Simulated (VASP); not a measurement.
## Input and output of a VASP PBE single-point calculation on NaI (strained zincblende)

INCAR

```
PREC = Accurate
ISMEAR = -1
LASPH = .TRUE.
GGA = PE
SIGMA = 0.02
EDIFF = 1E-7
LREAL = .FALSE.
LWAVE = .FALSE.
NELM = 120
ISIF = 2
LCHARG = .TRUE.
LELF = .TRUE.
ENCUT = 520
IBRION = -1
NBANDS = 14
NSW = 0
```

KPOINTS

```
KPOINTS created by Atomic Simulation Environment
0
Gamma
6 6 6
0 0 0
```

KPOINTS_OPT

```
special points
6
Reciprocal
0.0000000000 0.0000000000 0.0000000000 1
-0.5000000000 -0.5000000000 0.0000000000 1
-0.3750000000 -0.3750000000 0.2500000000 1
-0.3750000000 0.0000000000 0.3750000000 1
0.0000000000 0.0000000000 0.5000000000 1
-0.5000000000 -0.2500000000 0.2500000000 1
```

POSCAR

```
Na I
 1.0000000000000000
     0.1138545593000000    3.6570462404000001    3.6570462404000001
     3.6570462404000001    0.1138545593000000    3.6570462404000001
     3.6570462404000001    3.6570462404000001    0.1138545593000000
 Na  I
   1   1
Cartesian
  0.0235405917967054  0.0235405917967054  0.0235405917967054
  1.8334461682282941  1.8334461682282941  1.8334461682282941
```

VASP ran with the recommended PBE PAW datasets (14 valence electrons in the cell).

Command

```
mpirun -np 1 vasp_std
```

From OUTCAR

```
k-points           NKPTS =     32   k-points in BZ     NKDIM =     32   number of bands    NBANDS=     14

   NELECT =      14.0000    total number of electrons

   dimension x,y,z NGX =    40 NGY =   40 NGZ =   40
   dimension x,y,z NGXF=    80 NGYF=   80 NGZF=   80

  energy-cutoff  :      520.00
  volume of cell :       93.25
      direct lattice vectors                 reciprocal lattice vectors
     0.113854559  3.657046240  3.657046240    -0.143278710  0.138952705  0.138952705
     3.657046240  0.113854559  3.657046240     0.138952705 -0.143278710  0.138952705
     3.657046240  3.657046240  0.113854559     0.138952705  0.138952705 -0.143278710

 k-points in reciprocal lattice and weights: KPOINTS created by Atomic Simulation Env
   0.00000000  0.00000000  0.00000000       0.005
   0.16666667  0.00000000  0.00000000       0.028
   0.33333333  0.00000000  0.00000000       0.028
   0.50000000 -0.00000000 -0.00000000       0.014
   0.16666667  0.16666667  0.00000000       0.028
   0.33333333  0.16666667  0.00000000       0.056
   0.50000000  0.16666667  0.00000000       0.056
  -0.33333333  0.16666667  0.00000000       0.056
   ...

 E-fermi :  -0.8338

 k-point     1 :       0.0000    0.0000    0.0000
  band No.  band energies     occupation
      1     -23.5119      2.00000
      2     -23.5119      2.00000
      3     -23.5085      2.00000
      4     -11.6959      2.00000
      5      -1.4045      2.00000
      6      -1.2767      2.00000
      7      -1.2767      2.00000
      8       2.4107      0.00000
      9       6.2467      0.00000
     10       6.6293      0.00000
     11       6.6293      0.00000
     12       8.2646      0.00000
     13       8.2646      0.00000
     14       9.4336      0.00000

 k-point     2 :       0.1667    0.0000    0.0000
  band No.  band energies     occupation
      1     -23.5123      2.00000
      2     -23.5119      2.00000
      3     -23.5086      2.00000
      4     -11.6674      2.00000
      5      -1.6563      2.00000
      6      -1.4171      2.00000
      7      -1.3163      2.00000
      8       2.9648      0.00000
      9       6.1801      0.00000
     10       6.4592      0.00000
     11       6.7703      0.00000
     12       7.7830      0.00000
     13       7.9209      0.00000
     14       9.2893      0.00000

 k-point     3 :       0.3333    0.0000    0.0000
  band No.  band energies     occupation
      1     -23.5133      2.00000
      2     -23.5121      2.00000
      3     -23.5087      2.00000
      4     -11.6092      2.00000
      5      -2.2121      2.00000
      6      -1.4744      2.00000
      7      -1.3923      2.00000
      8       3.7783      0.00000
      9       6.0203      0.00000
     10       6.3161      0.00000
     11       6.5441      0.00000
     12       8.2718      0.00000
     13       8.6203      0.00000
     14       8.7230      0.00000

 k-point     4 :       0.5000   -0.0000   -0.0000
  band No.  band energies     occupation
      1     -23.5138      2.00000
      2     -23.5122      2.00000
      3     -23.5088      2.00000
      4     -11.5794      2.00000
      5      -2.4440      2.00000
      6      -1.5005      2.00000
      7      -1.4287      2.00000
      8       3.9822      0.00000
      9       6.1105      0.00000
     10       6.2712      0.00000
     11       6.3590      0.00000
     12       9.0076      0.00000
     13       9.4530      0.00000
     14      10.0176      0.00000

 k-point     5 :       0.1667    0.1667    0.0000
  band No.  band energies     occupation
      1     -23.5123      2.00000
      2     -23.5120      2.00000
      3     -23.5087      2.00000
      4     -11.6596      2.00000
      5      -1.6818      2.00000
      6      -1.4589      2.00000
      7      -1.3711      2.00000
      8       3.1463      0.00000
      9       5.8522      0.00000
     10       6.7655      0.00000
     11       6.9311      0.00000
     12       6.9821      0.00000
     13       8.5392      0.00000
     14      10.4215      0.00000

 k-point     6 :       0.3333    0.1667    0.0000
  band No.  band energies     occupation
      1     -23.5130      2.00000
      2     -23.5122      2.00000
      3     -23.5089      2.00000
      4     -11.6121      2.00000
      5      -2.0629      2.00000
      6      -1.5505      2.00000
      7      -1.4811      2.00000
      8       3.9164      0.00000
      9       5.6261      0.00000
     10       6.1443      0.00000
     11       6.9003      0.00000
     12       7.7653      0.00000
     13       8.9406      0.00000
     14       9.8840      0.00000

 k-point     7 :       0.5000    0.1667    0.0000
  band No.  band energies     occupation
      1     -23.5136      2.00000
      2     -23.5124      2.00000
      3     -23.5090      2.00000
      4     -11.5718      2.00000
      5      -2.3337      2.00000
      6      -1.6402      2.00000
      7      -1.5481      2.00000
      8       4.3837      0.00000
      9       5.4791      0.00000
     10       6.4166      0.00000
     11       6.6214      0.00000
     12       8.6284      0.00000
     13       9.5511      0.00000
     14      10.0717      0.00000

 k-point     8 :      -0.3333    0.1667    0.0000
  band No.  band energies     occupation
      1     -23.5136      2.00000
      2     -23.5124      2.00000
      3     -23.5088      2.00000
      4     -11.5799      2.00000
      5      -2.2744      2.00000
      6      -1.6752      2.00000
      7      -1.4837      2.00000
      8       4.3949      0.00000
      9       5.5608      0.00000
     10       6.1845      0.00000
     11       6.5668      0.00000
     12       8.0905      0.00000
     13       9.5940      0.00000
     14      10.0209      0.00000

 k-point     9 :      -0.1667    0.1667    0.0000
  band No.  band energies     occupation
      1     -23.5129      2.00000
      2     -23.5121      2.00000
      3     -23.5087      2.00000
      4     -11.6281      2.00000
      5      -1.9539      2.00000
      6      -1.5422      2.00000
      7      -1.3965      2.00000
      8       3.6633      0.00000
      9       5.8675      0.00000
     10       6.3187      0.00000
     11       6.7950      0.00000
     12       7.1375      0.00000
     13       8.7402      0.00000
     14      10.1061      0.00000

 k-point    10 :       0.3333    0.3333    0.0000
  band No.  band energies     occupation
      1     -23.5132      2.00000
      2     -23.5123      2.00000
      3     -23.5092      2.00000
      4     -11.5858      2.00000
      5      -2.1767      2.00000
      6      -1.6544      2.00000
      7      -1.5472      2.00000
      8       4.0144      0.00000
      9       5.0904      0.00000
     10       6.3869      0.00000
     11       7.7949      0.00000
     12       7.9368      0.00000
     13       9.3311      0.00000
     14      11.1843      0.00000

 k-point    11 :       0.5000    0.3333    0.0000
  band No.  band energies     occupation
      1     -23.5136      2.00000
      2     -23.5125      2.00000
      3     -23.5092      2.00000
      4     -11.5562      2.00000
      5      -2.2736      2.00000
      6      -1.7494      2.00000
      7      -1.6812      2.00000
      8       4.1848      0.00000
      9       5.2024      0.00000
     10       6.5726      0.00000
     11       7.7705      0.00000
     12       8.4047      0.00000
     13       9.7921      0.00000
     14      10.3579      0.00000

 k-point    12 :      -0.3333    0.3333    0.0000
  band No.  band energies     occupation
      1     -23.5136      2.00000
      2     -23.5127      2.00000
      3     -23.5091      2.00000
      4     -11.5533      2.00000
      5      -2.1415      2.00000
      6      -2.0186      2.00000
      7      -1.6009      2.00000
      8       4.6454      0.00000
      9       5.4332      0.00000
     10       6.3509      0.00000
     11       7.2270      0.00000
     12       7.9944      0.00000
     13       8.5981      0.00000
     14      11.3544      0.00000

 k-point    13 :       0.5000    0.5000   -0.0000
  band No.  band energies     occupation
      1     -23.5137      2.00000
      2     -23.5124      2.00000
      3     -23.5094      2.00000
      4     -11.5483      2.00000
      5      -2.3699      2.00000
      6      -1.7420      2.00000
      7      -1.6299      2.00000
      8       3.8702      0.00000
      9       4.8286      0.00000
     10       7.3967      0.00000
     11       8.8403      0.00000
     12       8.9425      0.00000
     13       9.9226      0.00000
     14       9.9508      0.00000

 ...

  Total       -0.0910887     -0.0910887     -0.0910887     -0.0665010     -0.0665010     -0.0665010
  in kB       -1.5650087     -1.5650087     -1.5650087     -1.1425644     -1.1425644     -1.1425644
  external PRESSURE =      -1.5650087 kB  Pullay stress =       0.0000000 kB

 POSITION                                       TOTAL-FORCE (eV/Angst)
 -----------------------------------------------------------------------------------
      0.02354      0.02354      0.02354         0.000351      0.000351      0.000351
      1.83345      1.83345      1.83345        -0.000351     -0.000351     -0.000351
 -----------------------------------------------------------------------------------
    total drift:                                0.000261      0.000261      0.000261

  FREE ENERGIE OF THE ION-ELECTRON SYSTEM (eV)
  ---------------------------------------------------
  free  energy   TOTEN  =        -5.2903095854 eV

  energy  without entropy=       -5.2903095854  energy(sigma->0) =       -5.29030959
```

- gap between bands v and c: 3.69 eV
- least direct gap: 3.69 eV
- pressure: -0.2 GPa

Band v is the last that the valence electrons fill when counted band by band, and c is the next.

The run took about 21 s on one core of a shared host (Intel Xeon 6975P-C) and held 0.25 GiB at most.
